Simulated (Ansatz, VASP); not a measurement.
## Pt: VASP beside Ansatz

The input INCAR:

```
PREC = Accurate ; ENCUT = 520
EDIFF = 1E-6 ; ISMEAR = 0
SIGMA = 0.1 ; LREAL = F
LASPH = T ; NELM = 80
ALGO = Normal ; ISIF = 2
LWAVE = F ; LCHARG = F
GGA = PS ; NBANDS = 28
```

The input KPOINTS:

```
Automatic mesh
0
Gamma
  6 6 4
```

POSCAR

```
Pt
1.0
    1.5794096832     -5.0102119859      0.0000000000
    1.5794096832      5.0102119859      0.0000000000
    0.0000000000      0.0000000000      4.1799482854
Pt
4
Direct
    0.0980000000      0.9020000000      0.9100000000
    0.5980000000      0.4020000000      0.5900000000
    0.9020000000      0.0980000000      0.0900000000
    0.4020000000      0.5980000000      0.4100000000
```

Input for Ansatz:

```yaml
crystal:
  lattice:
    - [1.5794096832, -5.0102119859, 0.0]
    - [1.5794096832, 5.0102119859, 0.0]
    - [0.0, 0.0, 4.1799482854]
  atoms:
    - { symbol: Pt, position: [0.098, 0.902, 0.91] }
    - { symbol: Pt, position: [0.598, 0.402, 0.59] }
    - { symbol: Pt, position: [0.902, 0.098, 0.09] }
    - { symbol: Pt, position: [0.402, 0.598, 0.41] }
basis:
  ecutwfc: 420
kpoints:
  mp_grid: { grid: [6, 6, 4] }
hamiltonian:
  xc: pbesol
scf:
  occupations: { method: gaussian, width: 0.1 }
  lower_state_search: "off"
output:
  forces: true
  stress: true
  eigenvalues: true
```

Alike in both runs: task single point; functional PBEsol; k mesh 6 × 6 × 4; occupations gaussian, width 0.1 eV; no spin polarisation.

```csv
,VASP,Ansatz
version,VASP 6.6.1,Ansatz 0.2.0
potentials or method,"VASP PAW PBE potentials, release 64 (Pt)","scalar-relativistic, plane waves, PAW"
plane-wave cutoff (eV),520,420
valence electrons in the cell,40,72
```

|  | VASP | Ansatz | Ansatz less VASP |
| --- | --- | --- | --- |
| gap on the k mesh at the Fermi level (eV) | none | none | - |
| rms of the force components (eV/Å) | 10.588 | 11.279 | +0.6909 |

Atom by atom the forces differ by 0.704 eV/Å (rms over components). A gap of «none» marks a metal or a gap that the smearing closes. The two sets of potentials don't hold the same shells in valence.

Caveats: the k mesh is coarse (spacing up to 0.38 Å⁻¹), so the values aren't converged; the PAW data sets were made with another functional, which shifts forces and pressure a little (VASP). The runs have no spin-orbit coupling, so splittings on Pt are missing.
